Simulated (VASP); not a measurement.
VASP 6.6.1 run: CdTe

INCAR

```
LREAL = .FALSE.
ISMEAR = 2
SIGMA = 0.8
PREC = Accurate
LWAVE = .FALSE.
ISIF = 2
LASPH = .TRUE.
IBRION = -1
NELM = 81
GGA = PE
LCHARG = .FALSE.
NSW = 0
NBANDS = 16
ENCUT = 520
EDIFF = 1E-7
```

KPOINTS

```
KPOINTS created by Atomic Simulation Environment
0
Gamma
6 6 6
0 0 0
```

POSCAR

```
Cd Te
 1.0000000000000000
     0.0000000000000000    3.3727778470000001    3.2799551172000001
     3.3727778470000001    0.0000000000000000    3.2799551172000001
     3.3727778470000001    3.3727778470000001    0.0000000000000000
 Cd  Te
   1   1
Cartesian
  0.0000000000000000  0.0000000000000000  0.0000000000000000
  1.6863889235000000  1.6863889235000000  1.6399775585999998
```

The recommended PBE PAW datasets give the neutral cell 18 valence electrons.

Command

```
mpirun -np 1 vasp_std
```

OSZICAR

```
N       E                     dE             d eps       ncg     rms          rms(c)
DAV:   1     0.100251721976E+03    0.10025E+03   -0.81221E+03   960   0.962E+02
DAV:   2    -0.122922502701E+01   -0.10148E+03   -0.96801E+02  1168   0.234E+02
DAV:   3    -0.499312665019E+01   -0.37639E+01   -0.37575E+01  1152   0.469E+01
DAV:   4    -0.503059577087E+01   -0.37469E-01   -0.37467E-01  1504   0.406E+00
DAV:   5    -0.503070763923E+01   -0.11187E-03   -0.11187E-03  1224   0.199E-01    0.462E+00
DAV:   6    -0.480491791324E+01    0.22579E+00   -0.38309E-01  1136   0.685E+00    0.393E+00
DAV:   7    -0.479009039409E+01    0.14828E-01   -0.97471E-02  1136   0.197E+00    0.158E+00
DAV:   8    -0.479107798554E+01   -0.98759E-03   -0.93654E-03  1072   0.106E+00    0.422E-01
DAV:   9    -0.479144697406E+01   -0.36899E-03   -0.99300E-04  1224   0.303E-01    0.889E-02
DAV:  10    -0.479150241123E+01   -0.55437E-04   -0.10527E-04  1160   0.987E-02    0.545E-02
DAV:  11    -0.479154657806E+01   -0.44167E-04   -0.78559E-05  1144   0.496E-02    0.335E-02
DAV:  12    -0.479154569110E+01    0.88696E-06   -0.30550E-06  1240   0.124E-02    0.187E-02
DAV:  13    -0.479154566906E+01    0.22049E-07   -0.88187E-07  1216   0.423E-03
   1 F= -.47915457E+01 E0= -.47989744E+01  d E =0.297149E-01
```

Standard output (part)

```
POSCAR found type information on POSCAR CdTe
 POSCAR found :  2 types and       2 ions
 LDA part: xc-table for (Slater+PW92), standard interpolation
 POSCAR, INCAR and KPOINTS ok, starting setup
 WAVECAR not read
 entering main loop
```

From OUTCAR

```
k-points           NKPTS =     30   k-points in BZ     NKDIM =     30   number of bands    NBANDS=     16

   NELECT =      18.0000    total number of electrons

   dimension x,y,z NGX =    36 NGY =   36 NGZ =   36
   dimension x,y,z NGXF=    72 NGYF=   72 NGZF=   72

  energy-cutoff  :      520.00
  volume of cell :       74.62
      direct lattice vectors                 reciprocal lattice vectors
     0.000000000  3.372777847  3.279955117    -0.148245755  0.148245755  0.152441110
     3.372777847  0.000000000  3.279955117     0.148245755 -0.148245755  0.152441110
     3.372777847  3.372777847  0.000000000     0.148245755  0.148245755 -0.152441110

 k-points in reciprocal lattice and weights: KPOINTS created by Atomic Simulation Env
   0.00000000  0.00000000  0.00000000       0.005
   0.16666667  0.00000000  0.00000000       0.037
   0.33333333  0.00000000  0.00000000       0.037
   0.50000000 -0.00000000  0.00000000       0.019
   0.16666667  0.16666667  0.00000000       0.009
   0.33333333  0.16666667  0.00000000       0.037
   0.50000000  0.16666667  0.00000000       0.037
  -0.33333333  0.16666667  0.00000000       0.037
   ...

 E-fermi :   1.6357

 k-point     1 :       0.0000    0.0000    0.0000
  band No.  band energies     occupation
      1      -9.1326      2.00000
      2      -6.4596      2.00000
      3      -6.4596      2.00000
      4      -6.4540      2.00000
      5      -6.2607      2.00000
      6      -6.2589      2.00000
      7       1.5296      1.27670
      8       1.5296      1.27670
      9       1.6070      1.07588
     10       2.0506      0.10199
     11       6.2047      0.00000
     12       6.2148      0.00000
     13       6.2148      0.00000
     14       8.8895      0.00000
     15      10.5713      0.00000
     16      10.9092      0.00000

 k-point     2 :       0.1667    0.0000    0.0000
  band No.  band energies     occupation
      1      -9.0528      2.00000
      2      -6.4456      2.00000
      3      -6.4418      2.00000
      4      -6.3841      2.00000
      5      -6.2608      2.00000
      6      -6.2600      2.00000
      7      -0.0712      1.99077
      8       1.3327      1.71853
      9       1.4038      1.57500
     10       3.1859      0.00940
     11       6.2241      0.00000
     12       6.5004      0.00000
     13       6.5325      0.00000
     14       9.8360      0.00000
     15       9.8766      0.00000
     16      10.1111      0.00000

 k-point     3 :       0.3333    0.0000    0.0000
  band No.  band energies     occupation
      1      -8.8943      2.00000
      2      -6.4218      2.00000
      3      -6.4169      2.00000
      4      -6.2595      2.00000
      5      -6.2559      2.00000
      6      -6.1570      2.00000
      7      -1.6740      2.00000
      8       0.9971      2.08193
      9       1.1000      2.02451
     10       3.3596      0.00900
     11       6.7305      0.00000
     12       6.8323      0.00000
     13       7.5714      0.00000
     14       9.6100      0.00000
     15      10.3354      0.00000
     16      10.3406      0.00000

 ...

  Total       -0.5129989     -0.5129989     -0.3114544      0.0000000      0.0000000      0.0000000
  in kB      -11.0142171    -11.0142171     -6.6870049      0.0000000      0.0000000      0.0000000
  external PRESSURE =      -9.5718130 kB  Pullay stress =       0.0000000 kB

 POSITION                                       TOTAL-FORCE (eV/Angst)
 -----------------------------------------------------------------------------------
      0.00000      0.00000      0.00000        -0.000000     -0.000000      0.000000
      1.68639      1.68639      1.63998         0.000000      0.000000     -0.000000
 -----------------------------------------------------------------------------------
    total drift:                               -0.000001     -0.000001     -0.000000

  FREE ENERGIE OF THE ION-ELECTRON SYSTEM (eV)
  ---------------------------------------------------
  free  energy   TOTEN  =        -4.7915456691 eV

  energy  without entropy=       -4.8212605260  energy(sigma->0) =       -4.79897438
```

It converged. Results: gap between bands v and c on the k mesh 0.44 eV; least direct gap on the k mesh 0.44 eV; pressure -1.0 GPa. Band v is the last that the valence electrons fill when counted band by band, and c is the next.

One setting is odd (smearing far too wide), but here it hardly changes the result.

On sound settings PBE gives a gap of 0.44 eV on its mesh and a pressure of -0.9 GPa for the intended cell. This run's energy (σ→0) differs from it by 0 meV an atom.

The run took about 33 s on one core of a shared host (Intel Xeon Platinum 8488C) and held 0.21 GiB at most.
